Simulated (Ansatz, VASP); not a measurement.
# Two plane-wave programs on Hf

INCAR

```
ALGO = Normal
EDIFF = 1E-6
ENCUT = 520
GGA = PS
ISIF = 2
ISMEAR = 0
LASPH = T
LCHARG = T
LELF = T
LREAL = F
LVHAR = T
LWAVE = F
NBANDS = 11
NELM = 100
PREC = Accurate
SIGMA = 0.05
```

KPOINTS

```
k-points
0
Gamma
  18 18 18
```

POSCAR

```
Hf
1.0
   -1.7467108223      1.7467108223      1.7467108223
    1.7467108223     -1.7467108223      1.7467108223
    1.7467108223      1.7467108223     -1.7467108223
Hf
1
Direct
    0.0000000000      0.0000000000      0.0000000000
```

Input for Ansatz:

```yaml
crystal:
  lattice:
    - [-1.7467108223, 1.7467108223, 1.7467108223]
    - [1.7467108223, -1.7467108223, 1.7467108223]
    - [1.7467108223, 1.7467108223, -1.7467108223]
  atoms:
    - { symbol: Hf, position: [0.0, 0.0, 0.0] }
basis:
  ecutwfc: 420
  ecutrho_ratio: 4
kpoints:
  mp_grid: { grid: [18, 18, 18] }
hamiltonian:
  xc: pbesol
scf:
  occupations: { method: gaussian, width: 0.05 }
output:
  forces: true
  stress: true
  eigenvalues: true
```

Alike in both runs: task single point; functional PBEsol; k mesh 18 × 18 × 18; occupations gaussian, width 0.05 eV; no spin polarisation.

```csv
,VASP,Ansatz
version,VASP 6.6.1,Ansatz 0.2.0
potentials or method,"VASP PAW PBE potentials, release 64 (Hf_pv)","scalar-relativistic, plane waves, PAW"
plane-wave cutoff (eV),520,420
valence electrons in the cell,10,26
```

Ansatz gave:

* gap on the k mesh at the Fermi level (eV): none
* pressure (GPa): -0.3

Question: Which values does VASP return?

Answer: gap on the k mesh at the Fermi level (eV): none; pressure (GPa): -0.5.

A gap of «none» marks a metal or a gap that the smearing closes. With one functional, cell and mesh, what is left measures potentials, basis and numerics. The two sets of potentials don't hold the same shells in valence.

Caveats: the PAW data sets were made with another functional, which shifts forces and pressure a little (VASP). The runs have no spin-orbit coupling, so splittings on Hf are missing.
